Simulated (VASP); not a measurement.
The system is InAgTe2.

```
CELL_PARAMETERS angstrom
-3.23360 3.23360 6.31655
3.23360 -3.23360 6.31655
3.23360 3.23360 -6.31655
ATOMIC_POSITIONS crystal
In 0.50000 0.50000 0.00000
In 0.25000 0.75000 0.50000
Ag 0.00000 0.00000 0.00000
Ag 0.75000 0.25000 0.50000
Te 0.37500 0.38680 0.51180
Te 0.61320 0.12500 0.98820
Te 0.87500 0.86320 0.48820
Te 0.13680 0.62500 0.01180
```

- Program: VASP 6.6.1
- Task: relaxation of cell and atoms
- Functional: PBEsol
- Potentials or basis: VASP PAW PBE potentials, release 64 (In_d, Ag, Te)
- Cutoff: 600 eV
- k mesh: 8 × 8 × 8
- Occupations: gaussian, width 0.03 eV
- Spin: no spin polarisation

At the start: pressure 0.7 GPa; volume 33.02 Å³/atom.

Problem. How do energy, volume and symmetry change on relaxing?

Solution. Over 13 steps the energy falls by 30.9 meV/atom and the volume is 32.99 Å³/atom (-0.1 %); space group I-42d (No. 122, to 0.05 Å).

The path:
```csv
step,energy change (eV),largest force (eV/Å),pressure (GPa),volume (Å³)
1,0.0000,0.9328,0.71,264.19
2,-0.1352,0.5501,-0.57,269.85
3,-0.1657,0.3043,-1.34,273.96
4,-0.2434,0.0692,-0.11,264.80
5,-0.2449,0.0280,0.10,263.41
6,-0.2460,0.0001,0.02,263.85
7,-0.2463,0.0283,-0.07,264.30
8,-0.2469,0.0286,0.01,263.87
9,-0.2470,0.0287,0.04,263.65
10,-0.2470,0.0287,0.06,263.57
11,-0.2472,0.0154,-0.04,264.13
12,-0.2473,0.0177,-0.01,264.04
13,-0.2473,0.0069,0.01,263.91
```

Final structure:
```xyz
8
Lattice="-3.2136 3.2136 6.3887 3.2136 -3.2136 6.3887 3.2136 3.2136 -6.3887" Properties=species:S:1:pos:R:3 pbc="T T T"
In    0.0000    0.0000    6.3887
In    3.2136    0.0000    3.1944
Ag    0.0000    0.0000    0.0000
Ag    0.0000    3.2136    3.1944
Te    1.5480    1.6068    1.5972
Te   -1.6068    1.6656    4.7916
Te    1.6656    1.6068    7.9859
Te    4.8203    1.5480   -1.5972
```

Caveat: the PAW data sets were made with another functional, which shifts forces and pressure a little.
